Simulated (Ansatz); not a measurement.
Crystal: SiNi.

```
CELL_PARAMETERS angstrom
5.17310 0.00000 0.00000
0.00000 3.33810 0.00000
0.00000 0.00000 5.60490
ATOMIC_POSITIONS crystal
Ni 0.99221 0.75000 0.81248
Ni 0.50779 0.25000 0.31248
Ni 0.49221 0.75000 0.68752
Ni 0.00779 0.25000 0.18752
Si 0.67872 0.25000 0.91750
Si 0.82128 0.75000 0.41750
Si 0.17872 0.25000 0.58250
Si 0.32128 0.75000 0.08250
```

* Program: Ansatz 0.2.0
* Task: relaxation of cell and atoms
* Functional: LDA
* Potentials or basis: Ansatz PAW
* Cutoff: 420 eV (not typed: the program's choice for these potentials)
* k mesh: 5 × 8 × 5
* Occupations: fermi-dirac, width 0.05 eV
* Spin: collinear spin, ferromagnetic start
* Starting moments: [1.0, 1.0, 1.0, 1.0, 0.0, 0.0, 0.0, 0.0] μB

At the start: volume 12.10 Å³/atom.

**Question.** How do energy, volume and symmetry change on relaxing?

**Answer.** It ends after 7 steps and the volume is 11.52 Å³/atom (-4.8 %); space group Pnma (No. 62, to 0.05 Å); moment 0.00 μB per cell.

The path:
```
step  energy change (eV)  largest force (eV/Å)  volume (Å³)
   1              0.0000                0.1597        96.79
   2             -0.1292                0.1361        94.06
   3             -0.1639                0.0582        91.83
   4             -0.1649                0.0248        92.09
   5             -0.1650                0.0052        92.14
   6             -0.1651                0.0025        92.12
   7             -0.1629                0.0027        92.12
```

Final structure:
```xyz
8
Lattice="5.0264 0.0000 0.0000 0.0000 3.3526 0.0000 0.0000 0.0000 5.4668" Properties=species:S:1:pos:R:3 pbc="T T T"
Ni    4.9795    2.5144    4.4394
Ni    2.5601    0.8381    1.7060
Ni    2.4663    2.5144    3.7608
Ni    0.0469    0.8381    1.0274
Si    3.4181    0.8381    4.9833
Si    4.1215    2.5144    2.2499
Si    0.9049    0.8381    3.2169
Si    1.6083    2.5144    0.4835
```

The cell as given is a measured one (12.10 Å³/atom); LDA puts the equilibrium volume -4.8 % from it, thermal expansion not counted.

Caveat: the plane-wave basis is chosen anew once the cell has moved, so the energies of steps on either side of that aren't comparable; the PAW data sets come from PBE, with cores solved anew for the run's functional, which leaves a small shift of forces and pressure; the starting moments weren't kept.
